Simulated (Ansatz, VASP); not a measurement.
Two plane-wave programs on BeTe

```
CELL_PARAMETERS angstrom
0.00000 2.80034 2.85020
2.80034 0.00000 2.85020
2.80034 2.80034 0.00000
ATOMIC_POSITIONS crystal
Be 0.00000 0.00000 0.00000
Te 0.25000 0.25000 0.25000
```

Change from the starting cell: epitaxial_xy strain -1.0%.

Alike in both runs: task single point; functional PBE; k mesh 8 × 8 × 8; occupations fermi-dirac, width 0.02 eV; no spin polarisation.

|  | VASP | Ansatz |
| --- | --- | --- |
| version | VASP 6.6.1 | Ansatz 0.2.0 |
| potentials or method | VASP PAW PBE potentials, release 64 (Be, Te) | plane waves, PAW |
| plane-wave cutoff (eV) | 520 | 420 |
| valence electrons in the cell | 8 | 18 |

```csv
,VASP,Ansatz,Ansatz less VASP
gap on the k mesh at the Fermi level (eV),1.90,1.92,+0.014
pressure (GPa),1.1,0.9,-0.14
largest component of the traceless stress (GPa),0.74,0.74,+0.003
```

With one functional, cell and mesh, what is left measures potentials, basis and numerics. The two sets of potentials don't hold the same shells in valence.

Caveats: spin-orbit coupling is left out, which moves the levels of the heavy elements. A k mesh can miss the band edges.
